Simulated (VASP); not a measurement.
# SiC (Moissanite 3C) (F-43m) in VASP: notebook, part 2 of 2

VASP 6.6.1.

## Step 3: Phonons, PBEsol

This run uses another cell than the first one, of 10.35 Å³/atom, 0.986 times its volume.

Input file POSCAR:

```
SiC
1.0
    0.0000000000      2.1790000000      2.1790000000
    2.1790000000      0.0000000000      2.1790000000
    2.1790000000      2.1790000000      0.0000000000
  Si              C
     1     1
Direct
     0.0000000000000000    0.0000000000000000    0.0000000000000000
     0.2500000000000000    0.2500000000000000    0.2500000000000000
```

Input file INCAR.step1:

```
SYSTEM = SiC
ALGO = Normal
EDIFF = 1E-8
EDIFFG = -0.002
ENCUT = 600
GGA = PS
IBRION = 2
ISIF = 3
ISMEAR = 0
LASPH = .TRUE.
LCHARG = .FALSE.
LREAL = .FALSE.
LWAVE = .FALSE.
NELM = 80
NSW = 40
PREC = Accurate
SIGMA = 0.03
```

Input file INCAR.step2:

```
SYSTEM = SiC
ALGO = Normal
EDIFF = 1E-8
ENCUT = 600
GGA = PS
IBRION = 6
ISIF = 2
ISMEAR = 0
LASPH = .TRUE.
LCHARG = .FALSE.
LREAL = .FALSE.
LWAVE = .FALSE.
NELM = 80
NFREE = 2
NSW = 1
POTIM = 0.015
PREC = Accurate
SIGMA = 0.03
```

Input file KPOINTS:

```
k-points
0
G
  10 10 10
  0 0 0
```

Potentials or basis: VASP PAW PBE potentials, release 64 (Si, C).

Command:

```console
$ cat potpaw_PBE.64/Si/POTCAR potpaw_PBE.64/C/POTCAR > POTCAR
$ cp INCAR.step1 INCAR
$ mpirun -np 1 vasp_std > vasp.out
$ cp CONTCAR POSCAR
$ cp INCAR.step2 INCAR
$ mpirun -np 1 vasp_std > vasp.out
```

OUTCAR:

```text
SYSTEM = SiC
   EDIFF = 1E-8
   ENCUT = 600
   GGA = PS
   IBRION = 6
   ISIF = 2
   ISMEAR = 0
   LASPH = .TRUE.
   LREAL = .FALSE.
   NELM = 80
   NFREE = 2
   NSW = 1
   POTIM = 0.015
   PREC = Accurate

 ion  position               nearest neighbor table
   1  0.000  0.000  0.000-   2 1.89   2 1.89   2 1.89   2 1.89
   2  0.250  0.250  0.250-   1 1.89   1 1.89   1 1.89   1 1.89

  LATTYP: Found a face centered cubic cell.
 ALAT       =     4.3582154614

  Lattice vectors:

 A1 = (   0.0000000000,   2.1791077307,   2.1791077307)
 A2 = (   2.1791077307,   0.0000000000,   2.1791077307)
 A3 = (   2.1791077307,   2.1791077307,   0.0000000000)

Analysis of symmetry for initial positions (statically):
=====================================================================
 Subroutine PRICEL returns:
 Original cell was already a primitive cell.

 Routine SETGRP: Setting up the symmetry group for a
 face centered cubic supercell.

 Subroutine GETGRP returns: Found 24 space group operations
 (whereof 24 operations were pure point group operations)
 out of a pool of 48 trial point group operations.

The static configuration has the point symmetry T_d .

Analysis of symmetry for dynamics (positions and initial velocities):
=====================================================================
 Subroutine PRICEL returns:
 Original cell was already a primitive cell.

 Routine SETGRP: Setting up the symmetry group for a
 face centered cubic supercell.

 Subroutine GETGRP returns: Found 24 space group operations
 (whereof 24 operations were pure point group operations)
 out of a pool of 48 trial point group operations.

The dynamic configuration has the point symmetry T_d .

 Subroutine INISYM returns: Found 24 space group operations
 (whereof 24 operations are pure point group operations),
 and found     1 'primitive' translations

----------------------------------------------------------------------------------------

                                     Primitive cell

  volume of cell :      20.6950

  direct lattice vectors                    reciprocal lattice vectors
     0.000000000  2.179107731  2.179107731    -0.229451712  0.229451712  0.229451712
     2.179107731  0.000000000  2.179107731     0.229451712 -0.229451712  0.229451712
     2.179107731  2.179107731  0.000000000     0.229451712  0.229451712 -0.229451712

  length of vectors
     3.081723707  3.081723707  3.081723707     0.397422024  0.397422024  0.397422024

  position of ions in fractional coordinates (direct lattice)
     0.000000000  0.000000000  0.000000000
     0.250000000  0.250000000  0.250000000

  ion indices of the primitive-cell ions
   primitive index   ion index
                 1           1
                 2           2

[... 108 lines left out ...]
 NGX is ok and might be reduce to    28
   NGX = 13   NGY = 13   NGZ = 13

--------------------------------------- Ionic step        1  -------------------------------------------

 number of electron       8.0000000 magnetization

 Free energy of the ion-electron system (eV)
  ---------------------------------------------------
  ext. energy  EPLUGINS =         0.00000000
  ---------------------------------------------------
  free energy    TOTEN  =       -15.91611853 eV

  energy without entropy =      -15.91611853  energy(sigma->0) =      -15.91611853

------------------------ aborting loop because EDIFF is reached ----------------------------------------

  FORCE on cell =-STRESS in cart. coord.  units (eV):
  Direction    XX          YY          ZZ          XY          YZ          ZX
  --------------------------------------------------------------------------------------
  -------------------------------------------------------------------------------------
  Total        0.0008918      0.0008918      0.0008918      0.0000000     -0.0000000      0.0000000
  in kB        0.0690423      0.0690423      0.0690423      0.0000000     -0.0000000      0.0000000
  external PRESSURE =       0.0690423 kB  Pullay stress =       0.0000000 kB
[... 131 lines left out ...]
--------------------------------------- Ionic step        5  -------------------------------------------

 number of electron       8.0000000 magnetization

 Free energy of the ion-electron system (eV)
  ---------------------------------------------------
  ext. energy  EPLUGINS =         0.00000000
  ---------------------------------------------------
  free energy    TOTEN  =       -15.91396367 eV

  energy without entropy =      -15.91396367  energy(sigma->0) =      -15.91396367

 E-fermi :   8.2959     XC(G=0): -11.5042

 val. band max:        8.1244982281   @ k =   0.0000   0.0000   0.0000
 cond. band min:       9.2879879946   @ k =   0.5000   0.5000   0.0000
 fundamental gap:      1.1634897665
 Fermi energy:         8.2958795402

 k-point     1 :       0.0000    0.0000    0.0000
  band No.  band energies     occupation
      1      -7.3687      2.00000
      2       7.9826      2.00000
      3       8.0547      2.00000
      4       8.1245      2.00000
      5      14.2384      0.00000
      6      15.2679      0.00000
      7      15.2961      0.00000
      8      15.3264      0.00000
[... 243 lines left out ...]
 k-point    24 :       0.4000    0.3000    0.0000
  band No.  band energies     occupation
      1      -4.2078      2.00000
      2       2.4463      2.00000
      3       4.8967      2.00000
      4       5.4083      2.00000
      5      10.8057      0.00000
      6      13.5662      0.00000
      7      19.6080      0.00000
      8      19.9409      0.00000

 [... further k-points ...]

------------------------ aborting loop because EDIFF is reached ----------------------------------------

  FORCE on cell =-STRESS in cart. coord.  units (eV):
  Direction    XX          YY          ZZ          XY          YZ          ZX
  --------------------------------------------------------------------------------------
  -------------------------------------------------------------------------------------
  Total        0.0006602      0.0060854      0.0060854      0.0000000      0.1282850      0.0000000
  in kB        0.0511131      0.4711223      0.4711223      0.0000000      9.9316236      0.0000000
  external PRESSURE =       0.3311192 kB  Pullay stress =       0.0000000 kB
[... 17 lines left out ...]
  FREE ENERGIE OF THE ION-ELECTRON SYSTEM (eV)
  ---------------------------------------------------
  free  energy   TOTEN  =       -15.9139636727 eV

  energy  without entropy=      -15.9139636727  energy(sigma->0) =      -15.91396367

 INTERNAL STRAIN TENSORS FROM DISPLACED ATOMS
 ============================================

 INTERNAL STRAIN TENSOR FOR ION    1 for displacements in x,y,z  (eV/Angst):
          X           Y           Z          XY          YZ          ZX
  --------------------------------------------------------------------------------
  x     0.00000     0.00000     0.00000     0.00000     8.55382     0.00000
  y     0.00000     0.00000     0.00000     0.00000     0.00000     8.55382
  z     0.00000     0.00000     0.00000     8.55382     0.00000     0.00000

 INTERNAL STRAIN TENSOR FOR ION    2 for displacements in x,y,z  (eV/Angst):
          X           Y           Z          XY          YZ          ZX
  --------------------------------------------------------------------------------
  x     0.00000     0.00000     0.00000     0.00000    -8.54974     0.00000
  y     0.00000    -0.00000     0.00000     0.00000     0.00000    -8.54974
  z     0.00000     0.00000     0.00000    -8.54974     0.00000     0.00000

 Eigenvectors and eigenvalues of the dynamical matrix
 ----------------------------------------------------

   1 f  =   23.587181 THz   148.202627 2PiTHz  786.783657 cm-1    97.548697 meV
             X         Y         Z           dx          dy          dz
      0.000000  0.000000  0.000000     0.000000   -0.547334    0.000000
      1.089554  1.089554  1.089554     0.000000    0.836914    0.000000
[... 21 lines left out ...]
   6 f/i=    0.000482 THz     0.003026 2PiTHz    0.016065 cm-1     0.001992 meV
             X         Y         Z           dx          dy          dz
      0.000000  0.000000  0.000000     0.000000    0.000000    0.836914
      1.089554  1.089554  1.089554     0.000000    0.000000    0.547334

 ELASTIC MODULI CONTR FROM IONIC RELAXATION (kBar)
 Direction    XX          YY          ZZ          XY          YZ          ZX
 --------------------------------------------------------------------------------
 XX          -0.0000     -0.0000      0.0000     -0.0000      0.0000     -0.0000
 YY          -0.0000     -0.0000      0.0000     -0.0000      0.0000     -0.0000
 ZZ           0.0000      0.0000     -0.0000      0.0000      0.0000     -0.0000
 XY          -0.0000     -0.0000      0.0000   -295.6287     -0.0000      0.0000
 YZ           0.0000      0.0000      0.0000     -0.0000   -295.6287     -0.0000
 ZX          -0.0000     -0.0000     -0.0000      0.0000     -0.0000   -295.6287
 --------------------------------------------------------------------------------
```

Run time: 52 s. Hardware: 1 thread of Intel Xeon 6975P-C (Granite Rapids), shared host; peak memory 0.2 GiB.

Results:

```yaml
Highest_phonon_frequency_at_Γ_LO-TO_splitting_left_out: 787 cm⁻¹
```

Phonon frequencies in cm⁻¹ (negative: imaginary):
```tsv
q point	frequencies
(0.000, 0.000, 0.000)	0 0 0 787 787 787
```

Caveat: the PAW data sets were made with another functional, which shifts forces and pressure a little.

## Step 4: How close it comes

Step 2. Measured high-frequency dielectric constant of SiC: 6.49 (quoted in “Infrared properties of SiC particles”, 1999, arxiv:astro-ph/9903031). This calculation gives 7.00 (+7.9 %).
